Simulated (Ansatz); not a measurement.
**WS2 (R3m), two-dimensional strain map**

The calculation used DFT r2SCAN, scalar-relativistic, plane waves, PAW (Ansatz). The runs took a 500 eV cutoff, a Γ-centred 12×12×12 mesh and Gaussian smearing (0.05 eV). Spin–orbit coupling is left out, which can shift energies with elements as heavy as these. No spin polarisation. Energies are free energies at this smearing, counted from the undisturbed cell; pressure is positive in compression.

Reference structure (as given, not relaxed at this level; it stands at 2.6 GPa; this form isn't the usual structure):

```
W S
1.0
     1.57900    0.91164    6.16333
    -1.57900    0.91164    6.16333
     0.00000   -1.82327    6.16333
W S
1 2
Cartesian
  0.0000 0.0000 0.0000
  0.0000 0.0000 13.8730
  0.0000 0.0000 10.7427
```

The cell holds layers and no dispersion correction was added, so their binding is poorly described.

The cell is strained by p along both x and y and by q along z, fractional coordinates fixed. Points are written (p, q).

p was sampled at -0.030, 0.000, 0.030 and q at -0.030, 0.000, 0.030.

Task: Where on the computed points is the energy highest, and how high?

Result: At (-0.030, -0.030): 113.0 meV/atom.

Task: Away from (0, 0), which computed point is lowest?

Result: (0.000, 0.030): 9.6 meV/atom.

The map, in meV/atom:

| p \ q | -0.030 | 0.000 | 0.030 |
| --- | --- | --- | --- |
| -0.030 | 113.0 | 62.7 | 49.2 |
| 0.000 | 23.2 | 0.0 | 9.6 |
| 0.030 | 19.0 | 17.7 | 46.0 |